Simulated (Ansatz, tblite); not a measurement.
# ZnSnP2 with GFN1-xTB from a Python script

These are simulated results from tblite 0.8.0, not measurements. The cell began as a database structure and was relaxed with r2SCAN in plane waves (Ansatz 0.2.0). It may be hypothetical. All runs are without spin polarisation.

Space group I-42d (No. 122), tetragonal; conventional cell a = 5.650 Å, c = 11.327 Å, 22.60 Å³ an atom. Around Zn lie 4 P at 2.38 Å; around Sn lie 4 P at 2.52 Å; around P lie 2 Zn at 2.38 Å and 2 Sn at 2.52 Å.

tblite solves periodic systems at the zone centre alone, so the script builds a cluster of 2×2×1 conventional cells (64 atoms), which folds in a coarse mesh of k points.

run.py reads:

```python
import json
from ase import Atoms
from ase.build import make_supercell
from ase.units import Bohr, GPa, Hartree
from tblite.interface import Calculator

atoms = Atoms(['Zn', 'Zn', 'Sn', 'Sn', 'P', 'P', 'P', 'P'],
              cell=[[-2.82520902, 2.82520902, 5.66356932], [2.82520902, -2.82520902, 5.66356932], [2.82520902, 2.82520902, -5.66356932]],
              scaled_positions=[[0.75, 0.25, 0.5], [0.0, 0.0, 0.0], [0.25, 0.75, 0.5], [0.5, 0.5, 0.0], [0.375, 0.353262437, 0.478262437], [0.646737563, 0.125, 0.021737563], [0.103262437, 0.625, 0.978262437], [0.875, 0.896737563, 0.521737563]],
              pbc=True)
cluster = make_supercell(atoms, [[0, 2, 2], [2, 0, 2], [1, 1, 0]])
calc = Calculator('GFN1-xTB', cluster.numbers, cluster.positions / Bohr, lattice=cluster.cell[:] / Bohr, periodic=cluster.pbc)
calc.set('temperature', 0.02 / Hartree)
calc.set('max-iter', 150)
res = calc.singlepoint()
levels = res.get('orbital-energies') * Hartree
nv = round(res.get('orbital-occupations').sum() / 2)
cells = len(cluster) // len(atoms)
out = {'energy_per_cell': res.get('energy') * Hartree / cells, 'homo': levels[nv - 1], 'lumo': levels[nv],
       'stress': (-res.get('virial') * Hartree / cluster.get_volume() / GPa).tolist(), 'charges': res.get('charges')[:len(atoms)].tolist(), 'electrons': 2 * nv / cells}
json.dump(out, open('results.json', 'w'))
for key, value in out.items():
    print(key, value)
```

Command: `python run.py`. It took 3.9 s on 1 thread of Arm Neoverse V1 (shared host), peak memory 0.13 GiB.

What it printed:

```
------------------------------------------------------------
  cycle        total energy    energy error   density error
------------------------------------------------------------
      1     -138.7544114693  -1.3864523E+02   4.3965155E-01
      2     -138.7675211096  -1.3109640E-02   2.4997645E-01
      3     -138.4385717980   3.2894931E-01   2.1910540E-01
      4     -139.1826757862  -7.4410399E-01   2.1867639E-03
      5     -139.1827607968  -8.5010593E-05   9.7088389E-04
      6     -139.1826845119   7.6284838E-05   1.1212885E-03
      7     -139.1827686691  -8.4157178E-05   1.4173248E-04
      8     -139.1827689194  -2.5027694E-07   6.8473421E-05
      9     -139.1827691353  -2.1591973E-07   8.0359235E-06
------------------------------------------------------------

 total:                                   3.273 sec
energy_per_cell -473.41950736010574
homo -9.302674609706662
lumo -9.302670378146388
stress [[5.3163252925697675, -3.606398101330228e-07, 9.055503265299638e-08], [-3.6063981027538664e-07, 5.31635738995075, -8.513492280736465e-07], [9.055503314401496e-08, -8.513492282373534e-07, 4.909926695315315]]
charges [0.12355387432768972, 0.1235619728956735, 0.06582079353840495, 0.06582156263352279, -0.09468628187102672, -0.09467488479020107, -0.09468599488514075, -0.09470475507394711]
electrons 32.0
```

The cycle table is in hartree for the whole cluster, and the lines after it are in eV (the energy for one cell). The printed stress is in GPa and positive in compression, and the pressure is its mean diagonal.

GFN1-xTB gives no gap at the points read. On the same cell, plane-wave PBE (Ansatz, 6×6×6 k points and the special points) gives a gap of 0.83 eV and r2SCAN a gap of 1.25 eV; on shared hosts these took about 32 and 73 core-seconds on the 8-atom cell, against 3.9 for the script. Spin-orbit coupling, left out in all these runs, can cut or reorder the gap by tenths of an eV, up to about 1 eV with Pb or Bi. This method closes a gap that PBE finds, a failure in kind.

The same script was run on cells scaled at fixed shape and fractional coordinates:

```json
{"volume (Å³/atom)": "19.89", "energy (meV/atom)": "170.1", "pressure (GPa, positive in compression)": "16.14", "gap (eV)": "0.68"}
{"volume (Å³/atom)": "21.25", "energy (meV/atom)": "65.7", "pressure (GPa, positive in compression)": "9.63", "gap (eV)": "0.04"}
{"volume (Å³/atom)": "22.60", "energy (meV/atom)": "0.0", "pressure (GPa, positive in compression)": "5.18", "gap (eV)": "0.00"}
{"volume (Å³/atom)": "23.96", "energy (meV/atom)": "-25.1", "pressure (GPa, positive in compression)": "0.94", "gap (eV)": "0.00"}
{"volume (Å³/atom)": "25.32", "energy (meV/atom)": "-19.0", "pressure (GPa, positive in compression)": "-2.23", "gap (eV)": "0.00"}
```

The pressure crosses zero near 24.4 Å³/atom, but the curve is too rough for a fit.

xTB was fitted mostly to molecules, and a small cluster samples few k points, so gaps, pressures and kinks along a curve can be far from a solid's.

No spin-orbit coupling is included; it can move band edges with weight on the heavy atoms by tenths of an eV.
